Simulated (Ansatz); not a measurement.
# A film clamped to a substrate in Al

These are results of Ansatz, DFT PBE, scalar-relativistic, plane waves, PAW, not measurements. Settings: plane waves to 420 eV, k-mesh 20×20×20 (Γ-centred), Gaussian smearing 0.15 eV. No spin polarisation. Energies are free energies at this smearing, counted from the undisturbed cell; pressure is positive in compression.

The starting cell (as given, not relaxed at this level; it stands at -0.4 GPa):

```yaml
crystal:
  lattice:
    - [0.00000, 2.02398, 2.02398]
    - [2.02398, 0.00000, 2.02398]
    - [2.02398, 2.02398, 0.00000]
  atoms:
    - { symbol: Al, position: [0.00000, 0.00000, 0.00000] }
```

The cell (1 atom, V0 = 16.58 Å³) is strained by p along both x and y and by q along z, fractional coordinates fixed. τp = (1/V0) ∂E/∂p = (σxx + σyy)(1 + p)(1 + q) and τq = (1/V0) ∂E/∂q = σzz(1 + p)², with tension positive.

| p | q | ΔE (meV/atom) | τp (GPa) | τq (GPa) |
| --- | --- | --- | --- | --- |
| 0.000 | 0.000 | 0.00 | 0.83 | 0.42 |
| -0.025 | 0.000 | 9.11 | -8.54 | -2.79 |
| 0.025 | 0.000 | 11.25 | 7.77 | 3.63 |
| 0.000 | -0.025 | 1.86 | -2.75 | -2.14 |
| 0.000 | 0.025 | 4.08 | 3.65 | 2.95 |

**Question.** Get the second derivatives of the energy density.

**Answer.** Central differences give A = ∂τp/∂p = 326 GPa (C11 + C22 + 2 C12), C = ∂τq/∂q = 102 GPa (C33) and the cross term B = ∂τq/∂p = 128 GPa (C13 + C23); ∂τp/∂q = 128 GPa must equal B, and any difference shows higher-order terms. The ions are clamped. In a cubic crystal C11 = C = 102, C12 = B/2 = 64 GPa and A should be 2(C11 + C12) = 332 GPa; the bulk modulus is (C11 + 2 C12)/3 = 77 GPa.

**Question.** A film of this crystal grows with z along the normal on a substrate that imposes p. How does its thickness respond, and what does the misfit cost?

**Answer.** Count p and q from the stress-free cell. A free surface needs τq = 0, so q = −(B/C) p = -1.26 p. The energy density left is (A − B²/C) p²/2 = M p², with the biaxial modulus M = 82 GPa; a misfit of 1 % costs 0.85 meV/atom, against 1.69 meV/atom if the thickness were held.

In a metal these slopes depend on the k mesh and the smearing.

Letting the thickness relax halves the misfit cost, from 1.69 to 0.85 meV/atom. The film thins by 1.26 times the in-plane stretch, well short of the factor of two that would conserve volume, so part of the misfit energy remains volumetric. This fits a nearly free-electron metal: the electron gas resists compression strongly, while a volume-conserving tetragonal distortion is opposed only by the weaker structure-dependent electrostatic and band-structure terms. C12 is accordingly a large fraction of C11.

Clamping the ions costs nothing here, since in a one-atom fcc cell every atom sits on an inversion centre and homogeneous strain leaves no internal displacement to relax. In-plane, the stress rises more steeply in compression than in tension, as anharmonicity would suggest, but the response along z is almost symmetric, so the data support the harmonic constants better than any third-order ones. Because C44 is not probed, the biaxial modulus applies to a (001) film and can't be carried over to the common (111) texture.
